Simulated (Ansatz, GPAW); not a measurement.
This is a calculation of MgO for GPAW 26.7.0 (ASE script). The cell is a database's computed one, not the measured one.

Contents of run.py:

```python
from ase import Atoms
from ase.dft.bandgap import bandgap
from ase.io import write
from ase.units import Bohr, GPa
from gpaw import GPAW, PW
from gpaw.elf import elf_from_dft_calculation

atoms = Atoms(['Mg', 'O'],
              cell=[[0.0, 2.0970013927, 2.0970013927],
                    [2.0970013927, 0.0, 2.0970013927],
                    [2.0970013927, 2.0970013927, 0.0]],
              scaled_positions=[[0.0, 0.0, 0.0],
                                [0.5, 0.5, 0.5]],
              pbc=True)

calc = GPAW(mode=PW(800),
            xc='PBE',
            kpts={'size': (11, 11, 11), 'gamma': True},
            occupations={'name': 'methfessel-paxton', 'order': 0, 'width': 0.022},
            nbands=16,
            convergence={'density': 1e-05, 'energy': 1e-05},
            maxiter=150,
            txt='gpaw.txt')
atoms.calc = calc
energy = atoms.get_potential_energy()
forces = atoms.get_forces()
stress = atoms.get_stress()
calc.write('gs.gpw')
write('result.traj', atoms)
print(f'Energy: {energy:.6f} eV')
print('Forces (eV/A):')
print(forces.round(4))
print('Stress (GPa):', (stress / GPa).round(3))
print('Fermi level:', round(calc.get_fermi_level(), 4), 'eV')
print(f'Gap: {bandgap(calc)[0]:.4f} eV, direct: {bandgap(calc, direct=True)[0]:.4f} eV')

# fields on the real-space grid
write('density.cube', atoms, data=calc.get_pseudo_density() * Bohr**3)
write('potential.cube', atoms, data=calc.get_electrostatic_potential())
write('elf.cube', atoms, data=elf_from_dft_calculation(calc).data)
```

Potentials or basis: GPAW PAW data sets (gpaw-data 1.2.1), pw.

The run is started by

```sh
$ OMP_NUM_THREADS=1 python run.py
```

Problem. What does the same run look like in Ansatz 0.2.0? Potentials or basis there: Ansatz PAW, cutoff 420 eV.

Solution. As run (cutoffs and basis follow the program's own potentials, and thresholds, step limits or extra output files can differ):

input.yaml

```yaml
crystal:
  lattice:
    - [0.0, 2.0970013927, 2.0970013927]
    - [2.0970013927, 0.0, 2.0970013927]
    - [2.0970013927, 2.0970013927, 0.0]
  atoms:
    - { symbol: Mg, position: [0.0, 0.0, 0.0] }
    - { symbol: O, position: [0.5, 0.5, 0.5] }
hamiltonian:
  xc: pbe
  pseudopotentials: { kind: paw }
kpoints:
  mp_grid: { grid: [11, 11, 11] }
scf:
  occupations: { method: gaussian, width: 0.022 }
output:
  forces: true
  stress: true
  eigenvalues: true
  write_density: true
  write_potential: true
  elf: true
  volumetric_format: npy
```

Potentials or basis: Ansatz PAW.

Launch:

```sh
$ ansatz run input.yaml --threads 2 --pin off --max-ram 5632MiB --backend cpu --events-out ev --progress --plain --runs-dir out
```

Both were run:

|  | GPAW | Ansatz |
| --- | --- | --- |
| Pressure | 7.0 GPa | 6.9 GPa |

Ansatz's pressure holds a Pulay term of +0.60 GPa for its cutoff of 420 eV, which the other run lacks.

Where Ansatz's input types no cutoff or centring, it takes its own default and a Γ-centred mesh.

Pressure is positive in compression.
